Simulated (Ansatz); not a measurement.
## ZnS — field gradients at the nuclei

The cell is a Materials Project structure (computed, not necessarily an observed phase), taken as it stands.

```
Zn S
1.0
     3.80509    0.00000    0.00000
    -1.90254    3.29530    0.00000
     0.00000    0.00000   24.91593
Zn S
8 8
Direct
  0.33333 0.66667 0.12512
  0.00000 0.00000 0.00016
  0.66667 0.33333 0.62505
  0.66667 0.33333 0.87514
  0.00000 0.00000 0.75002
  0.33333 0.66667 0.50008
  0.00000 0.00000 0.37509
  0.66667 0.33333 0.25013
  0.66667 0.33333 0.34372
  0.66667 0.33333 0.71858
  0.33333 0.66667 0.21873
  0.00000 0.00000 0.84367
  0.66667 0.33333 0.96881
  0.00000 0.00000 0.09373
  0.33333 0.66667 0.59369
  0.00000 0.00000 0.46869
```

Atoms are numbered from 1 in the order listed; like atoms form one site, named after its first atom.

All values are calculated (Ansatz; DFT, r2SCAN, plane waves and PAW, scalar-relativistic, 500 eV cutoff, Γ-centred 8×8×2 k-points, Fermi–Dirac smearing 0.02 eV), not measured.

Conventions: |V_zz| ≥ |V_yy| ≥ |V_xx|, η = (V_xx − V_yy)/V_zz, C_Q = eQV_zz/h.

⁶⁷Zn: I = 5/2, Q = 122.0 mb; 33S: I = 3/2, Q = -69.40 mb. Nuclear quadrupole moments: year-2017 set (Pyykkö).

```
site  atoms (order as listed)     first shell  V_zz (10²¹ V/m²)     η  C_Q (MHz)
 Zn1                        1   4 S at 2.33 Å             0.004  0.00      0.012
 Zn2                        2   4 S at 2.33 Å             0.038  0.00      0.112
 Zn3                        3   4 S at 2.33 Å            -0.009  0.00     -0.028
 Zn4                        4   4 S at 2.33 Å            -0.053  0.00     -0.155
 Zn5                        5   4 S at 2.33 Å            -0.084  0.00     -0.249
 Zn6                     6, 7   4 S at 2.33 Å            <0.005     –         ≈0
 Zn8                        8   4 S at 2.33 Å            -0.005  0.00     -0.016
  S9                    9, 15  4 Zn at 2.33 Å             0.081  0.00     -0.136
 S10                       10  4 Zn at 2.33 Å              0.11  0.00     -0.184
 S11                       11  4 Zn at 2.33 Å             0.091  0.00     -0.153
 S12                       12  4 Zn at 2.33 Å              0.29  0.00     -0.491
 S13                       13  4 Zn at 2.33 Å              0.25  0.00     -0.423
 S14                       14  4 Zn at 2.33 Å             0.089  0.00     -0.149
 S16                       16  4 Zn at 2.33 Å             0.086  0.00     -0.145
```

An axis of threefold or higher order runs through Zn1, Zn2, Zn3, Zn4, Zn5 and Zn8 and others, so V_zz lies along it and η is zero.

With these PAW files V_zz is typically within 2 to 3 % of all-electron values, but misses above 10 % occur on Zn.
